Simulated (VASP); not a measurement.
From an Ansatz input to VASP: Si (strained diamond)

Ansatz input

```yaml
crystal:
  lattice:
    - [0.0, 2.7357294902, 2.7357294902]
    - [2.7357294902, 0.0, 2.7357294902]
    - [2.7357294902, 2.7357294902, 0.0]
  atoms:
    - { symbol: Si, position: [0.0, 0.0, 0.0] }
    - { symbol: Si, position: [0.25, 0.25, 0.25] }
kpoints:
  mp_grid: { grid: [8, 8, 8] }
  band_path:
    path:
      - [0.0, 0.0, 0.0]
      - [0.5, 0.0, 0.5]
      - [0.625, 0.25, 0.625]
      - [0.375, 0.375, 0.75]
      - [0.5, 0.5, 0.5]
      - [0.5, 0.25, 0.75]
      - [0.0, 0.419271, 0.419271]
    npoints: 1
hamiltonian:
  xc: pbe
scf:
  occupations: { method: fermi_dirac, width: 0.02 }
  n_extra_bands: 4
output:
  forces: true
  stress: true
  eigenvalues: true
```

Task: Translate this input to VASP.

Result: 

INCAR

```
LWAVE = .FALSE.
NSW = 0
ISIF = 2
SIGMA = 0.02
NBANDS = 11
IBRION = -1
LASPH = .TRUE.
NELM = 120
LCHARG = .FALSE.
LREAL = .FALSE.
GGA = PE
ENCUT = 520
ISMEAR = -1
EDIFF = 1E-7
PREC = Accurate
```

KPOINTS

```
KPOINTS created by Atomic Simulation Environment
0
Gamma
8 8 8
0 0 0
```

KPOINTS_OPT

```
special points
7
Reciprocal
0.0000000000 0.0000000000 0.0000000000 1
0.5000000000 0.0000000000 0.5000000000 1
0.6250000000 0.2500000000 0.6250000000 1
0.3750000000 0.3750000000 0.7500000000 1
0.5000000000 0.5000000000 0.5000000000 1
0.5000000000 0.2500000000 0.7500000000 1
0.0000000000 0.4192710000 0.4192710000 1
```

POSCAR

```
Si
 1.0000000000000000
     0.0000000000000000    2.7357294901999998    2.7357294901999998
     2.7357294901999998    0.0000000000000000    2.7357294901999998
     2.7357294901999998    2.7357294901999998    0.0000000000000000
 Si
   2
Cartesian
  0.0000000000000000  0.0000000000000000  0.0000000000000000
  1.3678647451000001  1.3678647451000001  1.3678647451000001
```

VASP ran with the recommended PBE PAW datasets (8 valence electrons in the cell). Other inputs would serve too.

```
                             Ansatz      VASP
gap between bands v and c   0.61 eV   0.61 eV
         least direct gap   2.55 eV   2.56 eV
                 pressure  -0.1 GPa  -0.1 GPa
```

The two codes use different PAW datasets and cutoffs. VASP's cell holds 8 valence electrons and Ansatz's 8. Ansatz's stress includes a Pulay correction; VASP's doesn't.
